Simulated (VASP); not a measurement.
# SnSe₂, excitons by G0W0 and the Bethe-Salpeter equation: which settings are enough?

SnSe₂, P-3m1 (no. 164), 3 atoms in the cell. PBE, G0W0 and BSE; PAW potentials Sn_d_GW, Se_GW (PBE set). VASP 6.6.1.

Wanted: first bright excitation within 0.05 eV; spectrum broadened by 0.3 eV (imaginary part of ε) within 12 %.

GW step before the BSE: G0W0.

POSCAR:
```
SnSe2
1.0
    3.8110000000      0.0000000000      0.0000000000
   -1.9055000000      3.3004228138      0.0000000000
    0.0000000000      0.0000000000      6.1360000000
Sn Se
1 2
Direct
    0.0000000000      0.0000000000      0.0000000000
    0.6666666667      0.3333333333      0.7510000000
    0.3333333333      0.6666666667      0.2490000000
```

The series start from Conduction bands in the pairs: 4; Valence bands in the pairs: 3; Largest pair energy, which also ends the spectrum (eV): 25; Grid for exchange-like terms: Normal; Cutoff of the response function (eV): 120; Bands in all (NBANDS): 103; Frequency points: 48; k mesh: 3 × 3 × 2. Each series keeps the choices made before it, and each single choice may use up half of a tolerance. Times cover all steps of a run.

## Conduction bands in the pairs

| Conduction bands in the pairs | First bright excitation (eV) | Spectrum broadened by 0.3 eV (imaginary part of ε), largest deviation against the largest value | Time (s) |
|---|---|---|---|
| 1 | 1.560 | 65 % | 29 |
| 2 | 1.557 | 20 % | 29 |
| 4 | 1.552 | 12 % | 29 |
| 8 (reference) | 1.549 | 0 % | 29 |

Chosen: 8; the next looser run is off by more than half of the tolerance, so convergence isn't shown beyond this value.

## Valence bands in the pairs

| Valence bands in the pairs | First bright excitation (eV) | Spectrum broadened by 0.3 eV (imaginary part of ε), largest deviation against the largest value | Time (s) |
|---|---|---|---|
| 1 | 1.558 | 81 % | 29 |
| 2 | 1.552 | 61 % | 29 |
| 3 | 1.549 | 57 % | 29 |
| 4 | 1.547 | 28 % | 30 |
| 6 (reference) | 1.545 | 0 % | 30 |

Chosen: 6; the next looser run is off by more than half of the tolerance, so convergence isn't shown beyond this value.

## Largest pair energy, which also ends the spectrum (eV)

| Largest pair energy, which also ends the spectrum (eV) | First bright excitation (eV) | Spectrum broadened by 0.3 eV (imaginary part of ε), largest deviation against the largest value | Time (s) |
|---|---|---|---|
| 9 | 1.549 | 19 % | 30 |
| 13 | 1.545 | 0.25 % | 30 |
| 18 | 1.545 | 0.009 % | 30 |
| 25 (reference) | 1.545 | 0 % | 30 |

Chosen: 13, the loosest value from which every tighter one stays within half of the tolerance.

## Grid for exchange-like terms

| Grid for exchange-like terms | First bright excitation (eV) | Spectrum broadened by 0.3 eV (imaginary part of ε), largest deviation against the largest value | Time (s) |
|---|---|---|---|
| Normal | 1.545 | 0 % | 30 |
| Fast | 1.545 | 0 % | 30 |

Chosen: Normal; no other choice that stays within half of the tolerance saves 30 % of the time.

## Cutoff of the response function (eV)

| Cutoff of the response function (eV) | First bright excitation (eV) | Spectrum broadened by 0.3 eV (imaginary part of ε), largest deviation against the largest value | Time (s) |
|---|---|---|---|
| 50 | 1.466 | 12 % | 25 |
| 80 | 1.522 | 3 % | 26 |
| 120 | 1.545 | 0.6 % | 30 |
| 160 (reference) | 1.551 | 0 % | 34 |

Chosen: 120.

## Bands in all (NBANDS)

| Bands in all (NBANDS) | First bright excitation (eV) | Spectrum broadened by 0.3 eV (imaginary part of ε), largest deviation against the largest value | Time (s) |
|---|---|---|---|
| 49 | 1.610 | 6 % | 22 |
| 73 | 1.575 | 2.5 % | 25 |
| 103 | 1.545 | 0.74 % | 30 |
| 163 (reference) | 1.552 | 0 % | 36 |

Chosen: 73.

## Frequency points

| Frequency points | First bright excitation (eV) | Spectrum broadened by 0.3 eV (imaginary part of ε), largest deviation against the largest value | Time (s) |
|---|---|---|---|
| 24 | 1.754 | 31 % | 57 |
| 48 | 1.575 | 3 % | 25 |
| 72 (reference) | 1.563 | 0 % | 25 |

Chosen: 48.

## k mesh

| k mesh | First bright excitation (eV) | Spectrum broadened by 0.3 eV (imaginary part of ε), largest deviation against the largest value | Time (s) |
|---|---|---|---|
| 2 × 2 × 1 | 1.516 | 459 % | 11 |
| 3 × 3 × 2 | 1.575 | 90 % | 25 |
| 4 × 4 × 2 | 1.567 | 26 % | 42 |
| 5 × 5 × 3 | refused | refused | 124 |
| 6 × 6 × 3 (reference) | 1.642 | 0 % | 263 |

Chosen: 6 × 6 × 3; the next looser run gave no result to compare.

## All choices together

| Input | First bright excitation (eV) | Spectrum broadened by 0.3 eV (imaginary part of ε), largest deviation against the largest value | Time (s) |
|---|---|---|---|
| coarsest mesh, default bands (naive) | 1.449 | 454 % | 12 |
| chosen settings | 1.642 | 3.9 % | 263 |
| reference settings throughout | 1.618 | 0 % | 561 |

The chosen settings stay within the tolerance of the reference run, but the reference itself isn't shown to be converged in: Conduction bands in the pairs, Valence bands in the pairs, k mesh.

## The input

INCAR.step1:
```
SYSTEM = SnSe2
PREC = Accurate
ENCUT = 260
ISMEAR = 0
SIGMA = 0.02
EDIFF = 1E-8
LASPH = .TRUE.
KPAR = 4
LWAVE = .TRUE.
LCHARG = .FALSE.
```

INCAR.step2, as INCAR.step1 but for:
```
- EDIFF = 1E-8
+ EDIFF = 1E-7
+ ALGO = Exact
+ NELM = 1
+ LOPTICS = .TRUE.
+ ISTART = 1
+ NBANDS = 73
+ NEDOS = 2000
```

INCAR.step3:
```
SYSTEM = SnSe2
PREC = Accurate
ENCUT = 260
ISMEAR = 0
SIGMA = 0.02
LASPH = .TRUE.
KPAR = 4
LWAVE = .TRUE.
LCHARG = .FALSE.
ALGO = EVGW0
NELMGW = 1
ISTART = 1
NBANDS = 73
ENCUTGW = 120
NOMEGA = 48
NBANDSGW = 33
PRECFOCK = Fast
```

INCAR.step4:
```
SYSTEM = SnSe2
PREC = Accurate
ENCUT = 260
ISMEAR = 0
SIGMA = 0.02
LASPH = .TRUE.
KPAR = 4
LWAVE = .FALSE.
LCHARG = .FALSE.
ALGO = BSE
NBANDS = 73
NBANDSO = 6
NBANDSV = 8
IBSE = 2
NBSEEIG = 4
ENCUTGW = 120
PRECFOCK = Normal
ANTIRES = 0
OMEGAMAX = 13
CSHIFT = 0.15
NOMEGA = 1000
ISTART = 1
```

KPOINTS:
```
Automatic mesh
0
Gamma
  6 6 3
  0 0 0
```

Commands (each step's output is kept before the next begins):
```
cat potpaw_PBE.64/Sn_d_GW/POTCAR potpaw_PBE.64/Se_GW/POTCAR > POTCAR
cp INCAR.step1 INCAR
mpirun -np 4 vasp_std > vasp.out
cp INCAR.step2 INCAR
mpirun -np 4 vasp_std > vasp.out
cp INCAR.step3 INCAR
mpirun -np 4 vasp_std > vasp.out
cp INCAR.step4 INCAR
mpirun -np 4 vasp_std > vasp.out
```

Limits: The 6×6×3 mesh is coarse for a spectrum: peaks stand apart that a denser mesh merges, and ε at zero frequency can be far too high; spin-orbit coupling is left out, which can matter with atoms this heavy; bands, mesh and cutoff of the G0W0 step are small, so absolute energies aren't converged; the pairs hold 6 valence and 8 conduction bands, and what lies beyond is missing from ε.

The chosen input took VASP 6.6.1 263 s on 4 cores (Intel Xeon Platinum 8488C (Sapphire Rapids)), a shared host.

## An input that fails: no GW step

What the run shows: Could not read all WFULLXXXX.tmp/WXXXX.tmp. Make sure that these files are present or rerun the GW calculation.

Changes against the starting input:
```
(step 3)
- ALGO = EVGW0
- NELMGW = 1
+ ALGO = None
```
